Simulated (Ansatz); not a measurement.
Input, command and steps of an Ansatz relaxation.

```yaml
crystal:
  lattice:
    - [15.7, 0.0, 0.0]
    - [0.0, 16.0, 0.0]
    - [0.0, 0.0, 16.3]
  atoms:
    - { symbol: Zn, position: [0.3620353158, 0.3654558922, 0.3693961377], spin: 0.4 }
    - { symbol: Se, position: [0.451599301, 0.4544142942, 0.2799970428], spin: 0.4 }
    - { symbol: Se, position: [0.4493829434, 0.4531573782, 0.6307829038], spin: 0.4 }
    - { symbol: Zn, position: [0.3631526784, 0.5434470684, 0.5485743035], spin: 0.4 }
    - { symbol: Zn, position: [0.725756859, 0.5431785526, 0.544305031], spin: 0.4 }
    - { symbol: Se, position: [0.4549481051, 0.2821449987, 0.4568858377], spin: 0.4 }
    - { symbol: Se, position: [0.4560016811, 0.6319568214, 0.4591463046], spin: 0.4 }
    - { symbol: Zn, position: [0.5449850323, 0.3596208094, 0.541697604], spin: 0.4 }
    - { symbol: Zn, position: [0.549178611, 0.7254603752, 0.5443679728], spin: 0.4 }
    - { symbol: Se, position: [0.2688531153, 0.4598579556, 0.4559609356], spin: 0.4 }
    - { symbol: Se, position: [0.6375291329, 0.4550311977, 0.4594658761], spin: 0.4 }
    - { symbol: Zn, position: [0.5459718285, 0.5511054111, 0.370611991], spin: 0.4 }
    - { symbol: Zn, position: [0.5464522339, 0.5448519509, 0.7209588316], spin: 0.4 }
    - { symbol: Se, position: [0.6370090207, 0.6292530354, 0.6316925179], spin: 0.4 }
basis:
  ecutwfc: 420
kpoints:
  mp_grid: { grid: [1, 1, 1] }
hamiltonian:
  xc: pbe
scf:
  occupations: { method: gaussian, width: 0.05 }
  lower_state_search: "off"
output:
  forces: true
  eigenvalues: true
  populations: true
  write_density: true
  write_potential: true
  elf: true
  volumetric_format: npy
magnetization:
  spin_polarized: true
relax:
  adjacent_minimum: "off"
  f_tol: 0.03
  max_steps: 40
```

```bash
ansatz run input.yaml --threads 4 --pin off --max-ram 11264MiB --backend cpu --events-out ev --progress --plain --runs-dir out
```

Theory: Ansatz, DFT PBE, scalar-relativistic, plane waves, PAW.

Of 27 frames 10 are shown, positions in Å and forces in eV/Å; the SCF threshold varies from step to step.

```xyz
14
Lattice="15.7000 0.0000 0.0000 0.0000 16.0000 0.0000 0.0000 0.0000 16.3000" Properties=species:S:1:pos:R:3:forces:R:3 pbc="T T T" step=1 free_energy_over_end_meV_per_atom=475.41
Zn    5.6840    5.8473    6.0212    0.9545    1.4881    1.1396
Se    7.0901    7.2706    4.5640    0.3649    0.4263   -0.0437
Se    7.0553    7.2505   10.2818    0.4521   -0.1084    1.6234
Zn    5.7015    8.6952    8.9418    0.3492   -1.0712   -1.3791
Zn   11.3944    8.6909    8.8722   -1.1126   -0.2555   -0.1487
Se    7.1427    4.5143    7.4472    0.0849   -0.8735    0.0505
Se    7.1592   10.1113    7.4841   -0.1430    1.6104    0.0584
Zn    8.5563    5.7539    8.8297   -0.8751    1.1915   -0.6944
Zn    8.6221   11.6074    8.8732   -0.2505   -1.1827   -0.2364
Se    4.2210    7.3577    7.4322   -0.0213    0.2252    0.1577
Se   10.0092    7.2805    7.4893    1.1256   -0.1143   -0.3467
Zn    8.5718    8.8177    6.0410   -1.0644   -1.6638    0.4256
Zn    8.5793    8.7176   11.7516   -0.5031   -0.5318   -1.2510
Se   10.0010   10.0680   10.2966    0.6386    0.8597    0.6449
14
Lattice="15.7000 0.0000 0.0000 0.0000 16.0000 0.0000 0.0000 0.0000 16.3000" Properties=species:S:1:pos:R:3:forces:R:3 pbc="T T T" step=4 free_energy_over_end_meV_per_atom=161.45
Zn    5.9977    6.2044    6.3577    0.2478    0.2346    0.2052
Se    7.1791    7.3522    4.5618    0.0684    0.0565   -0.0072
Se    7.0447    7.1768   10.4883    0.1061    0.0670    0.2297
Zn    5.9228    8.4519    8.6522    0.0651   -0.1755   -0.2134
Zn   10.9857    8.7110    8.9120   -0.5632   -0.0355   -0.0242
Se    7.1643    4.3944    7.4723    0.0956    0.0353    0.1132
Se    7.0690   10.3187    7.4139    0.0487    0.2277    0.0468
Zn    8.3099    6.0722    8.6191   -0.2473    0.0373   -0.2251
Zn    8.6355   11.2019    8.8975   -0.0235   -0.5416    0.0129
Se    4.2122    7.4030    7.4750    0.0130    0.0762    0.0911
Se   10.1645    7.1915    7.3644    0.2264    0.0995    0.0724
Zn    8.3003    8.4829    6.2550   -0.1807   -0.2139    0.0964
Zn    8.5853    8.7057   11.3195   -0.0070   -0.0147   -0.5546
Se   10.2167   10.3165   10.5371    0.1507    0.1470    0.1568
14
Lattice="15.7000 0.0000 0.0000 0.0000 16.0000 0.0000 0.0000 0.0000 16.3000" Properties=species:S:1:pos:R:3:forces:R:3 pbc="T T T" step=7 free_energy_over_end_meV_per_atom=132.07
Zn    6.1026    6.2927    6.4438   -0.0157   -0.0151   -0.0156
Se    7.2928    7.2906    4.5475    0.0084   -0.0398    0.0110
Se    7.1063    7.1732   10.5075    0.0258   -0.0253   -0.0430
Zn    5.9158    8.3863    8.6393    0.0124   -0.0388    0.0170
Zn   10.7000    8.7372    8.9606    0.0630    0.0273    0.0692
Se    7.0870    4.3863    7.6235   -0.0369    0.0086    0.0065
Se    7.0480   10.3888    7.4560   -0.0548   -0.0340   -0.0037
Zn    8.3312    6.0780    8.4984    0.0070    0.0105   -0.0198
Zn    8.6545   10.8350    8.9653    0.0830    0.0469    0.0401
Se    4.2059    7.4776    7.4416    0.0283    0.0287   -0.0244
Se   10.2077    7.2707    7.3277   -0.0455    0.0187   -0.0352
Zn    8.1942    8.5047    6.2447   -0.0055    0.0161    0.0227
Zn    8.6221    8.7523   11.0268    0.0062    0.0657    0.0617
Se   10.3198   10.4095   10.6428   -0.0757   -0.0693   -0.0866
14
Lattice="15.7000 0.0000 0.0000 0.0000 16.0000 0.0000 0.0000 0.0000 16.3000" Properties=species:S:1:pos:R:3:forces:R:3 pbc="T T T" step=10 free_energy_over_end_meV_per_atom=126.39
Zn    6.0732    6.2834    6.4599    0.0007    0.0339    0.0095
Se    7.5565    7.0479    4.6756    0.0769    0.1942    0.1701
Se    7.2482    7.0121   10.4244   -0.0463    0.0733    0.0531
Zn    5.9215    8.2349    8.7477   -0.1760   -0.1698   -0.1390
Zn   10.7630    8.6532    8.9904   -0.0188   -0.0473   -0.0741
Se    6.8803    4.4904    7.9028    0.1503    0.1216    0.0750
Se    6.9017   10.3849    7.5743    0.0192    0.0585    0.0031
Zn    8.4846    6.1079    8.2958   -0.1685   -0.1984   -0.1374
Zn    8.6866   10.8407    8.9009   -0.0730   -0.0167   -0.0603
Se    4.2599    7.7150    7.2191    0.2078    0.0823    0.1798
Se   10.1758    7.4284    7.1567    0.1031   -0.0032    0.0560
Zn    8.0212    8.6499    6.2823   -0.1435   -0.1816   -0.2346
Zn    8.5370    8.7705   11.0965   -0.0467   -0.0344   -0.0310
Se   10.2783   10.3638   10.5993    0.1149    0.0876    0.1297
14
Lattice="15.7000 0.0000 0.0000 0.0000 16.0000 0.0000 0.0000 0.0000 16.3000" Properties=species:S:1:pos:R:3:forces:R:3 pbc="T T T" step=13 free_energy_over_end_meV_per_atom=122.80
Zn    6.0645    6.2866    6.4642   -0.0163    0.0005    0.0362
Se    7.6299    6.9878    4.7271    0.0021    0.0146   -0.0131
Se    7.2743    7.0113   10.4523   -0.0271    0.0580    0.0222
Zn    5.8870    8.1195    8.8149    0.0510   -0.0634    0.0131
Zn   10.7375    8.6387    9.0298   -0.0350   -0.0081   -0.0007
Se    6.8294    4.5187    7.9711    0.0003   -0.0127   -0.0019
Se    6.8959   10.4051    7.6014    0.0203   -0.0032   -0.0310
Zn    8.5312    6.0321    8.0987    0.0074    0.0203   -0.0614
Zn    8.7135   10.8434    8.8791    0.0019   -0.0186   -0.0124
Se    4.3137    7.8071    7.1865   -0.0037    0.0004   -0.0067
Se   10.2279    7.4531    7.1611    0.0372   -0.0126    0.0395
Zn    7.8954    8.6789    6.2397   -0.0485    0.0295    0.0228
Zn    8.5002    8.8172   11.0794    0.0001   -0.0061   -0.0240
Se   10.2874   10.3835   10.6203    0.0104    0.0014    0.0174
14
Lattice="15.7000 0.0000 0.0000 0.0000 16.0000 0.0000 0.0000 0.0000 16.3000" Properties=species:S:1:pos:R:3:forces:R:3 pbc="T T T" step=15 free_energy_over_end_meV_per_atom=116.55
Zn    6.0187    6.2811    6.4916   -0.0332   -0.0551    0.0633
Se    7.7237    6.8926    4.8375   -0.0383    0.1479    0.1573
Se    7.2575    7.0406   10.5535    0.0224    0.0970    0.1749
Zn    5.8495    7.9539    8.9050   -0.1312   -0.0459   -0.1650
Zn   10.6878    8.5880    9.0995   -0.0363   -0.0612   -0.0435
Se    6.8082    4.5546    8.0259    0.2004    0.2024   -0.0449
Se    6.9007   10.4720    7.6116    0.0573    0.0798   -0.0061
Zn    8.6324    5.9379    7.7348   -0.2137   -0.0908   -0.2343
Zn    8.7703   10.8551    8.8287    0.0251   -0.0507    0.0083
Se    4.3550    7.9167    7.1519    0.1778   -0.0493    0.1154
Se   10.3582    7.4672    7.1639    0.1068    0.0173    0.1569
Zn    7.7034    8.7384    6.2122   -0.0410   -0.1428   -0.0955
Zn    8.4352    8.8988   11.0727   -0.0281   -0.0451   -0.0260
Se   10.2871   10.3864   10.6367   -0.0681   -0.0037   -0.0607
14
Lattice="15.7000 0.0000 0.0000 0.0000 16.0000 0.0000 0.0000 0.0000 16.3000" Properties=species:S:1:pos:R:3:forces:R:3 pbc="T T T" step=18 free_energy_over_end_meV_per_atom=90.41
Zn    5.9314    6.2149    6.5316   -0.0400   -0.0720    0.0393
Se    7.7350    6.8723    4.9414    0.0294    0.0201   -0.2407
Se    7.1132    7.1388   10.8649   -0.1116    0.2133    0.0432
Zn    5.7790    7.7263    9.0081    0.2564   -0.2460    0.2902
Zn   10.6042    8.4691    9.1918   -0.0507    0.0186    0.0522
Se    6.9557    4.6663    8.0152   -0.0706   -0.1466    0.1488
Se    6.9772   10.6517    7.5203    0.1651    0.0531   -0.0813
Zn    8.6722    5.9541    7.1745    0.2523    0.2568   -0.0763
Zn    8.8662   10.8052    8.7318   -0.0567   -0.0615   -0.0813
Se    4.4288    7.9512    7.1964   -0.1223    0.0715   -0.1608
Se   10.6387    7.3952    7.2496    0.0142   -0.1714   -0.0193
Zn    7.4898    8.7594    6.2141   -0.1822    0.2135    0.1449
Zn    8.3440    9.0042   11.0664   -0.0745   -0.1009   -0.0572
Se   10.2523   10.3741   10.6197   -0.0088   -0.0485   -0.0017
14
Lattice="15.7000 0.0000 0.0000 0.0000 16.0000 0.0000 0.0000 0.0000 16.3000" Properties=species:S:1:pos:R:3:forces:R:3 pbc="T T T" step=21 free_energy_over_end_meV_per_atom=38.45
Zn    5.9510    6.0975    6.4308    0.0426    0.0911   -0.2895
Se    7.6792    7.0275    4.9007   -0.0030    0.0282   -0.0149
Se    6.8888    7.2469   11.2622   -0.1073    0.2230    0.0020
Zn    5.9780    7.2070    9.0526    0.3381   -0.3528    0.0999
Zn   10.5302    8.3225    9.2098    0.0380    0.0540   -0.0478
Se    7.0663    4.8910    8.1472   -0.0873    0.0119    0.2040
Se    7.1326   10.9970    7.2919    0.1750    0.0126   -0.1381
Zn    8.7217    6.1769    7.0017    0.1812    0.2179    0.0520
Zn    8.9198   10.7108    8.5932   -0.1501   -0.0141   -0.0718
Se    4.6942    8.0072    7.2325   -0.1692    0.0246    0.0798
Se   10.8971    7.1715    7.3448   -0.0318   -0.1629    0.0385
Zn    6.9222    8.8313    6.2678   -0.1428    0.1225    0.1639
Zn    8.2244    9.0222   11.0261   -0.0998   -0.1862   -0.0252
Se   10.1823   10.2738   10.5644    0.0164   -0.0697   -0.0527
14
Lattice="15.7000 0.0000 0.0000 0.0000 16.0000 0.0000 0.0000 0.0000 16.3000" Properties=species:S:1:pos:R:3:forces:R:3 pbc="T T T" step=24 free_energy_over_end_meV_per_atom=5.87
Zn    6.0122    6.1864    6.3801    0.0236    0.0196    0.0172
Se    7.6975    7.2555    4.9905    0.0698    0.0923   -0.0751
Se    6.5441    7.4127   11.4926    0.0131    0.0947   -0.1318
Zn    6.1391    6.9124    9.1642    0.0377   -0.0491    0.1144
Zn   10.6170    8.3392    8.9859    0.0740   -0.1082   -0.1258
Se    7.1598    4.9177    8.1037    0.0750   -0.0710    0.0696
Se    7.2896   11.2678    6.9099    0.0801   -0.1240   -0.0008
Zn    8.8195    6.3166    6.9793    0.0897    0.0316    0.0133
Zn    8.6854   10.7313    8.5573   -0.1296    0.0871   -0.1384
Se    4.7158    7.9296    7.4642   -0.0578    0.0879    0.0730
Se   11.1302    6.7839    7.4819   -0.0846   -0.0002    0.0705
Zn    6.7230    8.9684    6.4342   -0.0396    0.1093    0.0567
Zn    8.1996    8.8078   10.9808   -0.1361   -0.1477    0.0863
Se   10.0550   10.1537   10.4012   -0.0154   -0.0223   -0.0291
14
Lattice="15.7000 0.0000 0.0000 0.0000 16.0000 0.0000 0.0000 0.0000 16.3000" Properties=species:S:1:pos:R:3:forces:R:3 pbc="T T T" step=27 free_energy_over_end_meV_per_atom=0.00
Zn    6.1200    6.2954    6.4716    0.0053    0.0049    0.0047
Se    7.7668    7.4161    5.0714    0.0043    0.0045    0.0014
Se    6.3783    7.4168   11.5871    0.0202    0.0163    0.0027
Zn    6.1772    6.8397    9.2688   -0.0055   -0.0085   -0.0115
Zn   10.6378    8.2315    8.8488    0.0106   -0.0172   -0.0140
Se    7.2762    4.9466    8.1396    0.0050   -0.0018    0.0048
Se    7.2762   11.3958    6.7293    0.0162    0.0062    0.0178
Zn    8.9257    6.3498    6.9647   -0.0175   -0.0055   -0.0087
Zn    8.5549   10.7674    8.4302   -0.0145    0.0113   -0.0191
Se    4.7619    7.9709    7.6030    0.0005    0.0073    0.0015
Se   11.2489    6.5714    7.5096    0.0079    0.0178    0.0193
Zn    6.6640    9.0896    6.5036   -0.0100   -0.0150   -0.0049
Zn    8.0964    8.6785   10.9718   -0.0232   -0.0161    0.0135
Se    9.9035   10.0135   10.2261    0.0006   -0.0040   -0.0074
```

The run took 21 min on 4 threads of Arm Neoverse V1 (shared host), peak memory 4.1 GiB.